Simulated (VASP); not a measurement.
# SnS2 in VASP: notebook

The runs below take SnS2 through single point, relaxation of the atoms, with PBE+D3(BJ).

All numbers are computed with VASP 6.6.1; they aren't measurements. Logs are shortened: lines on timing, memory, paths and dates and some standing lists are left out, and cuts for length are marked.

## (1) Starting point

The cell holds a slab with vacuum, 9 atoms: a = 3.667 Å, b = 3.667 Å, c = 29.578 Å, α = 90.00°, β = 90.00°, γ = 120.00°.

## (2) Single point, PBE+D3(BJ)

Contents of INCAR:

```
SYSTEM = SnS2
ALGO = Normal ; DIPOL = 0.5 0.5 0.500
EDIFF = 1E-6 ; ENCUT = 520
GGA = PE ; ICORELEVEL = 1
IDIPOL = 3 ; ISIF = 2
ISMEAR = 0 ; IVDW = 12
KPAR = 4 ; LASPH = .True.
LCHARG = .False. ; LDIPOL = .True.
LREAL = .False. ; LVACPOTAV = .True.
LVHAR = .True. ; LWAVE = .False.
NELM = 80 ; PREC = Accurate
SIGMA = 0.03
```

Contents of KPOINTS:

```
k-points
0
Gamma
  9 9 1
  0 0 0
```

Contents of POSCAR:

```
SnS2
1.0
    3.6670894200      0.0000000000      0.0000000000
   -1.8335437900      3.1757926400      0.0000000000
    0.0000000000      0.0000000000     29.5781818000
S Sn
6 3
Direct
    0.6666670000      0.3333340000      0.2535652800
    0.3333330000      0.6666660000      0.3535071900
    0.6666670000      0.3333340000      0.4500290500
    0.3333330000      0.6666660000      0.5499709500
    0.6666670000      0.3333340000      0.6464928100
    0.3333330000      0.6666660000      0.7464347200
    0.0000000000      0.0000000000      0.3035362300
    0.0000000000      0.0000000000      0.5000000000
    0.0000000000      0.0000000000      0.6964637700
```

Potentials or basis: VASP PAW PBE potentials, release 64 (S, Sn_d).

Started as:

```console
cat potpaw_PBE.64/S/POTCAR potpaw_PBE.64/Sn_d/POTCAR > POTCAR
mpirun -np 4 vasp_std > vasp.out
```

OUTCAR:

```text
SYSTEM = SnS2
   EDIFF = 1E-6
   ENCUT = 520
   GGA = PE
   ISIF = 2
   ISMEAR = 0
   IVDW = 12
   LASPH = .True.
   LREAL = .False.
   NELM = 80
   PREC = Accurate
 IVDW          = 12

 ion  position               nearest neighbor table
   1  0.667  0.333  0.254-   7 2.58   7 2.58   7 2.58
   2  0.333  0.667  0.354-   7 2.58   7 2.58   7 2.58
   3  0.667  0.333  0.450-   8 2.58   8 2.58   8 2.58
   4  0.333  0.667  0.550-   8 2.58   8 2.58   8 2.58
   5  0.667  0.333  0.646-   9 2.58   9 2.58   9 2.58
   6  0.333  0.667  0.746-   9 2.58   9 2.58   9 2.58
   7  0.000  0.000  0.304-   1 2.58   2 2.58   1 2.58   2 2.58   1 2.58   2 2.58
   8  0.000  0.000  0.500-   4 2.58   3 2.58   4 2.58   3 2.58   3 2.58   4 2.58
   9  0.000  0.000  0.696-   6 2.58   5 2.58   6 2.58   5 2.58   6 2.58   5 2.58

  LATTYP: Found a hexagonal cell.
 ALAT       =     3.6670894200
 C/A-ratio  =     8.0658468917

  Lattice vectors:

 A1 = (   3.6670894200,   0.0000000000,   0.0000000000)
 A2 = (  -1.8335437900,   3.1757926400,   0.0000000000)
 A3 = (   0.0000000000,   0.0000000000,  29.5781818000)

Analysis of symmetry for initial positions (statically):
=====================================================================
 Subroutine PRICEL returns:
 Original cell was already a primitive cell.

 Routine SETGRP: Setting up the symmetry group for a
 hexagonal supercell.

 Subroutine GETGRP returns: Found 12 space group operations
 (whereof 12 operations were pure point group operations)
 out of a pool of 24 trial point group operations.

The static configuration has the point symmetry D_3d.

Analysis of symmetry for dynamics (positions and initial velocities):
=====================================================================
 Subroutine PRICEL returns:
 Original cell was already a primitive cell.

 Routine SETGRP: Setting up the symmetry group for a
 hexagonal supercell.

 Subroutine GETGRP returns: Found 12 space group operations
 (whereof 12 operations were pure point group operations)
 out of a pool of 24 trial point group operations.

The dynamic configuration has the point symmetry D_3d.

 Subroutine INISYM returns: Found 12 space group operations
 (whereof 12 operations are pure point group operations),
 and found     1 'primitive' translations

----------------------------------------------------------------------------------------

                                     Primitive cell

  volume of cell :     344.4650
[... 118 lines left out ...]
   IVDW    =    12    specifies the selected vdW correction
   LEPSILON=     F    determine dielectric tensor
   LRPA    =     F    only Hartree local field effects (RPA)
 non-spin polarized calculation
 Gauss-broadening in eV      SIGMA  =   0.03
  energy-cutoff  :      520.00
  volume of cell :      344.47
 maximum number of plane-waves:      9303
 NGX is ok and might be reduce to    28
   NGX = 13   NGY = 13   NGZ =109

 dipolmoment           0.000000      0.000000      0.000000 electrons x Angstroem

 number of electron      78.0000031 magnetization

 dipolmoment           0.000000      0.000000     -0.000000 electrons x Angstroem

 Free energy of the ion-electron system (eV)
  ---------------------------------------------------
  ext. energy  EPLUGINS =         0.00000000
  ---------------------------------------------------
  free energy    TOTEN  =       -39.51343636 eV

  energy without entropy =      -39.51343636  energy(sigma->0) =      -39.51343636

 the core state eigenenergies are
   1-  1s  -2398.2644  2s   -204.3445  2p   -149.1171
   2-  1s  -2398.2829  2s   -204.3661  2p   -149.1386
   3-  1s  -2398.2890  2s   -204.3720  2p   -149.1445
   4-  1s  -2398.2890  2s   -204.3720  2p   -149.1445
   5-  1s  -2398.2829  2s   -204.3661  2p   -149.1386
   6-  1s  -2398.2644  2s   -204.3445  2p   -149.1171
   7-  1s -29002.0402  2s  -4373.4766  2p  -3925.0977  3s   -839.7709  3p   -693.3180
       3d   -468.0208  4s   -128.7884  4p    -84.5782
   8-  1s -29002.0393  2s  -4373.4767  2p  -3925.0977  3s   -839.7712  3p   -693.3183
       3d   -468.0211  4s   -128.7891  4p    -84.5791
   9-  1s -29002.0402  2s  -4373.4766  2p  -3925.0977  3s   -839.7709  3p   -693.3180
       3d   -468.0208  4s   -128.7884  4p    -84.5782

 E-fermi :   0.1769     XC(G=0):  -6.0443

 val. band max:        0.0211163940   @ k =   0.1111   0.1111   0.0000
 cond. band min:       1.5046773871   @ k =   0.4444   0.0000   0.0000
 fundamental gap:      1.4835609931
 Fermi energy:         0.1768568748

 k-point     1 :       0.0000    0.0000    0.0000
  band No.  band energies     occupation
      1     -20.8483      2.00000
      2     -20.8482      2.00000
      3     -20.8469      2.00000
      4     -20.8469      2.00000
      5     -20.8469      2.00000
      6     -20.8469      2.00000
[... 577 lines left out ...]
     45       6.1319      0.00000
     46       6.1319      0.00000

------------------------ aborting loop because EDIFF is reached ----------------------------------------

 Edisp (eV)   -2.65372

 E8    (eV) :    -1.1091

  FORCE on cell =-STRESS in cart. coord.  units (eV):
  Direction    XX          YY          ZZ          XY          YZ          ZX
  --------------------------------------------------------------------------------------
  -------------------------------------------------------------------------------------
  Total      -0.03216    -0.03216     0.11774    -0.00000    -0.00000    -0.00000
  in kB      -0.14959    -0.14959     0.54762    -0.00000    -0.00000    -0.00000
  external pressure =        0.08 kB  Pullay stress =        0.00 kB

 VOLUME and BASIS-vectors are now :
 -----------------------------------------------------------------------------
  energy-cutoff  :      520.00
  volume of cell :      344.47
      direct lattice vectors                 reciprocal lattice vectors
     3.667089420  0.000000000  0.000000000     0.272695832  0.157440931  0.000000000
    -1.833543790  3.175792640  0.000000000     0.000000000  0.314882020  0.000000000
     0.000000000  0.000000000 29.578181800     0.000000000  0.000000000  0.033808704

 POSITION                                       TOTAL-FORCE (eV/Angst)
 -----------------------------------------------------------------------------------
      1.83355      1.05860      7.50000        -0.000000     -0.000000     -0.041226
      0.00000      2.11719     10.45610         0.000000     -0.000000      0.016497
      1.83355      1.05860     13.31104         0.000000      0.000000     -0.005575
      0.00000      2.11719     16.26714        -0.000000     -0.000000      0.005575
      1.83355      1.05860     19.12208        -0.000000      0.000000     -0.016497
      0.00000      2.11719     22.07818         0.000000      0.000000      0.041226
      0.00000      0.00000      8.97805        -0.000000     -0.000000      0.022856
      0.00000      0.00000     14.78909        -0.000000     -0.000000      0.000000
      0.00000      0.00000     20.60013        -0.000000     -0.000000     -0.022856
 -----------------------------------------------------------------------------------
    total drift:                                0.000000      0.000000      0.000000

  FREE ENERGIE OF THE ION-ELECTRON SYSTEM (eV)
  ---------------------------------------------------
  free  energy   TOTEN  =       -42.1671596864 eV

  energy  without entropy=      -42.1671596864  energy(sigma->0) =      -42.16715969

 vacuum level on the upper side and lower side of the slab         6.677         6.677
```

OSZICAR:

```text
N       E                     dE             d eps       ncg     rms          rms(c)
DAV:   1     0.824755101199E+03    0.82476E+03   -0.35176E+04  1184   0.175E+03
DAV:   2     0.937807322624E+02   -0.73097E+03   -0.71210E+03  1224   0.432E+02
DAV:   3    -0.327330187190E+02   -0.12651E+03   -0.12300E+03  1344   0.189E+02
DAV:   4    -0.406841289516E+02   -0.79511E+01   -0.78386E+01  1282   0.490E+01
[... 14 lines left out ...]
DAV:  19    -0.395134282552E+02   -0.27451E-05   -0.17796E-07   808   0.226E-03    0.285E-03
DAV:  20    -0.395134299353E+02   -0.16801E-05   -0.61184E-08   768   0.122E-03    0.169E-03
DAV:  21    -0.395134337898E+02   -0.38545E-05   -0.11141E-07   792   0.121E-03    0.752E-04
DAV:  22    -0.395134354431E+02   -0.16533E-05   -0.35571E-08   768   0.140E-03    0.464E-04
DAV:  23    -0.395134363620E+02   -0.91887E-06   -0.18100E-08   756   0.717E-04
   1 F= -.42167160E+02 E0= -.42167160E+02  d E =-.247702E-14
```

Wall time 67 s (4 MPI ranks of Intel Xeon 6975P-C (Granite Rapids), shared host); peak memory 0.54 GiB.

What came out:

```yaml
Free_energy: -42.1672 eV
Largest_force: 0.041 eV/Å
Band_gap_on_the_k_mesh: 1.48 eV, indirect (least direct gap 1.72 eV)
Dispersion_energy_per_atom: -0.295 eV
Ionisation_potential_of_the_upper_face: 6.66 eV
```

Forces on the atoms (eV/Å):
```
S    0.000  0.000 -0.041
S    0.000  0.000  0.016
S    0.000  0.000 -0.006
S    0.000  0.000  0.006
S    0.000  0.000 -0.016
S    0.000  0.000  0.041
Sn   0.000  0.000  0.023
Sn   0.000  0.000  0.000
Sn   0.000  0.000 -0.023
```

Core levels (eV, on the scale of the bands):
```tsv
atom	levels
1 S	1s -2398.3, 2s -204.3, 2p -149.1
2 S	1s -2398.3, 2s -204.4, 2p -149.1
3 S	1s -2398.3, 2s -204.4, 2p -149.1
4 S	1s -2398.3, 2s -204.4, 2p -149.1
5 S	1s -2398.3, 2s -204.4, 2p -149.1
6 S	1s -2398.3, 2s -204.3, 2p -149.1
```

Caveat: spin-orbit coupling is left out, which moves the levels of the heavy elements.

## (3) Relaxation of the atoms, PBE+D3(BJ)

Contents of INCAR:

```
PREC     = Accurate       # precision mode
ENCUT    = 520            # plane-wave cutoff, eV
EDIFF    = 1E-6           # SCF threshold, eV
ISMEAR   = 0              # smearing method
SIGMA    = 0.03           # smearing width, eV
LREAL    = False          # projectors in reciprocal space
LASPH    = True           # aspherical terms in the spheres
NELM     = 80             # most SCF steps
ALGO     = Normal         # electronic algorithm
ISIF     = 2              # what is computed and relaxed
LWAVE    = False          # write WAVECAR
LCHARG   = False          # write CHGCAR
LDIPOL   = True         
IDIPOL   = 3            
DIPOL    = 0.5 0.5 0.500
GGA      = PE             # functional
IVDW     = 12             # dispersion correction
IBRION   = 2              # ionic algorithm
NSW      = 80             # ionic steps
EDIFFG   = -0.02          # ionic threshold
KPAR     = 4
```

Contents of KPOINTS:

```
regular mesh
0
Gamma
  9 9 1
```

POSCAR is that of step 2.

Potentials or basis: VASP PAW PBE potentials, release 64 (S, Sn_d).

Started as:

```console
cat potpaw_PBE.64/S/POTCAR potpaw_PBE.64/Sn_d/POTCAR > POTCAR
mpirun -np 4 vasp_std > vasp.out
```

Run time: 79 s. Hardware: 4 MPI ranks of Intel Xeon 6975P-C (Granite Rapids), shared host; peak memory 0.55 GiB.

Results (log left out):

* Free energy: -42.1673 eV
* Energy gained by relaxing: 0.0 meV/atom
* Ionic steps: 2
* Largest force after relaxing: 0.017 eV/Å
* Band gap on the k mesh: 1.48 eV, indirect (least direct gap 1.72 eV)
* Dispersion energy per atom: -0.295 eV

Forces in eV/Å, atoms in the order of the input:
```
S    0.000  0.000 -0.012
S    0.000  0.000  0.017
S    0.000  0.000 -0.003
S    0.000  0.000  0.003
S    0.000  0.000 -0.017
S    0.000  0.000  0.012
Sn   0.000  0.000 -0.010
Sn   0.000  0.000  0.000
Sn   0.000  0.000  0.010
```

The path:
```
step  energy change (eV)  largest force (eV/Å)  pressure (GPa)
   1              0.0000                0.0412            0.01
   2             -0.0001                0.0173           -0.02
```

Final structure:
```yaml
crystal:
  lattice:
    - [3.66709, 0.00000, 0.00000]
    - [-1.83354, 3.17579, 0.00000]
    - [0.00000, 0.00000, 29.57818]
  atoms:
    - { symbol: S, position: [0.66667, 0.33333, 0.25350] }
    - { symbol: S, position: [0.33333, 0.66667, 0.35353] }
    - { symbol: S, position: [0.66667, 0.33333, 0.45002] }
    - { symbol: S, position: [0.33333, 0.66667, 0.54998] }
    - { symbol: S, position: [0.66667, 0.33333, 0.64647] }
    - { symbol: S, position: [0.33333, 0.66667, 0.74650] }
    - { symbol: Sn, position: [0.00000, 0.00000, 0.30357] }
    - { symbol: Sn, position: [0.00000, 0.00000, 0.50000] }
    - { symbol: Sn, position: [0.00000, 0.00000, 0.69643] }
```

Levels at points of the mesh, in eV from the valence-band top:
| k point | band 36 | band 37 | band 38 | band 39 | band 40 | band 41 | band 42 | band 43 |
| --- | --- | --- | --- | --- | --- | --- | --- | --- |
| (0.00, 0.00, 0.00) | -0.21 | -0.21 | -0.17 | -0.17 | 2.06 | 2.51 | 2.95 | 3.71 |

Caveat: spin-orbit coupling is left out, which moves the levels of the heavy elements.

## (4) Single point, PBE+D3(BJ)

Contents of INCAR:

```
SYSTEM = SnS2
ALGO = Normal ; DIPOL = 0.5 0.5 0.500
EDIFF = 1E-6 ; ENCUT = 520
GGA = PE ; ICORELEVEL = 1
IDIPOL = 3 ; ISIF = 2
ISMEAR = 0 ; IVDW = 12
KPAR = 4 ; LASPH = .True.
LCHARG = .False. ; LDIPOL = .True.
LREAL = .False. ; LVACPOTAV = .True.
LVHAR = .True. ; LWAVE = .False.
NELM = 80 ; PREC = Accurate
SIGMA = 0.03
```

Contents of KPOINTS:

```
k-points
0
Gamma
  9 9 1
  0 0 0
```

Contents of POSCAR:

```
SnS2                                    
1.0
    3.6670894200      0.0000000000      0.0000000000
   -1.8335437900      3.1757926400      0.0000000000
    0.0000000000      0.0000000000     29.5781818000
  S               Sn            
     6     3
Direct
     0.6666669999999968    0.3333340000000007    0.2534980391471990
     0.3333330000000032    0.6666659999999993    0.3535340967144746
     0.6666669999999968    0.3333340000000007    0.4500199569187775
     0.3333330000000032    0.6666659999999993    0.5499800430812225
     0.6666669999999968    0.3333340000000007    0.6464659032855253
     0.3333330000000032    0.6666659999999993    0.7465019608528010
     1.0000000000000000    1.0000000000000000    0.3035735093782165
     1.0000000000000000    1.0000000000000000    0.5000000000000000
     1.0000000000000000    1.0000000000000000    0.6964264906217835
```

Started as:

```console
cat potpaw_PBE.64/S/POTCAR potpaw_PBE.64/Sn_d/POTCAR > POTCAR
mpirun -np 4 vasp_std > vasp.out
```

Wall time 65 s (4 MPI ranks of Intel Xeon 6975P-C (Granite Rapids), shared host); peak memory 0.54 GiB.

Results (log left out):

| Item | Value |
| --- | --- |
| Free energy | -42.1673 eV |
| Largest force | 0.017 eV/Å |
| Band gap on the k mesh | 1.48 eV, indirect (least direct gap 1.72 eV) |
| Dispersion energy per atom | -0.295 eV |
| Ionisation potential of the upper face | 6.66 eV |

Forces on the atoms (eV/Å):
```
S    0.000  0.000 -0.010
S    0.000  0.000  0.017
S    0.000  0.000 -0.002
S    0.000  0.000  0.002
S    0.000  0.000 -0.017
S    0.000  0.000  0.010
Sn   0.000  0.000 -0.009
Sn   0.000  0.000  0.000
Sn   0.000  0.000  0.009
```

Levels at points of the mesh, in eV from the valence-band top:
```tsv
k point	band 36	band 37	band 38	band 39	band 40	band 41	band 42	band 43
(0.00, 0.00, 0.00)	-0.21	-0.21	-0.17	-0.17	2.06	2.51	2.95	3.71
```

Core levels (eV, on the scale of the bands):
```tsv
atom	levels
1 S	1s -2398.3, 2s -204.3, 2p -149.1
2 S	1s -2398.3, 2s -204.4, 2p -149.1
3 S	1s -2398.3, 2s -204.4, 2p -149.2
4 S	1s -2398.3, 2s -204.4, 2p -149.2
5 S	1s -2398.3, 2s -204.4, 2p -149.1
6 S	1s -2398.3, 2s -204.3, 2p -149.1
```

Caveat: spin-orbit coupling is left out, which moves the levels of the heavy elements.
